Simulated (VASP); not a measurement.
## KI: single point with r2SCAN

Crystal: KI.

```
K I
1.0
     0.00000    3.72075    3.16264
     3.72075    0.00000    3.16264
     3.72075    3.72075    0.00000
K I
1 1
Direct
  0.00000 0.00000 0.00000
  0.50000 0.50000 0.50000
```

Measurements of this composition are mostly on another form, of space group No. 225.

```json
{
 "Program": "VASP 6.6.1",
 "Task": "single point",
 "Functional": "r2SCAN",
 "Potentials or basis": "VASP PAW PBE potentials, release 64 (K_sv, I)",
 "Cutoff": "520 eV",
 "k mesh": "6 × 6 × 6",
 "Occupations": "gaussian, width 0.05 eV",
 "Spin": "no spin polarisation",
 "Dipole correction": "no",
 "Further INCAR settings": "ALGO = Normal; EDIFF = 1e-07; NBANDS = 15"
}
```

| Property | Result |
| --- | --- |
| Pressure | 1.5 GPa |
| Band gap on the k mesh | 4.45 eV, direct |

Stress tensor (GPa, compression positive):
```
-0.88  0.00  0.00
 0.00 -0.88  0.00
 0.00  0.00  6.29
```

Levels at points of the mesh, in eV from the valence-band top:
```
           k point  band 6  band 7  band 8  band 9  band 10  band 11
(0.00, 0.00, 0.00)   -0.10   -0.10    0.00    4.45     6.70     6.70
(0.50, 0.00, 0.00)   -1.45   -0.49   -0.44    5.91     8.15     8.17
(0.50, 0.50, 0.00)   -0.88   -0.64   -0.64    5.14     6.61     9.11
(0.50, 0.00, 0.50)   -1.18   -0.37   -0.30    5.40     6.44     8.66
```

Run time: 95 s on 1 thread of Intel(R) Xeon(R) 6975P-C (Granite Rapids) (shared host), peak memory 0.25 GiB.

Caveat: the PAW data sets were made with another functional, which shifts forces and pressure a little; spin-orbit coupling is left out, which moves the levels of the heavy elements. r2SCAN opens gaps a little over a GGA but as a rule still falls short of measured ones.
